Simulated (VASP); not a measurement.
Data:

```xyz
2
Lattice="2.6900 0.0000 0.0000 0.0000 2.6900 0.0000 0.0000 0.0000 3.7000" Properties=species:S:1:pos:R:3 pbc="T T T"
Co     0.0000     0.0000     0.0000
Pt     1.3450     1.3450     1.8500
```
Starting moments (μB, in the order of the record's atoms Co Pt): 2.0 0.0.

Computed with PBE GGA, VASP's PBE PAW potentials (set 64) (plane waves; VASP). Run with 400 eV cut-off, 12×12×9 Γ-centred mesh, first-order Methfessel-Paxton smearing of 0.10 eV, potentials Co Pt.

Problem. Give the stress tensor in GPa (positive for a compressed cell).

Solution. 
```
1.37  0.00  0.00
0.00  1.37  0.00
0.00  0.00  1.59
```
The pressure is its mean diagonal, 1.45 GPa.

The compound is CoPt in the L1_0 structure. The cell was not relaxed at this level.
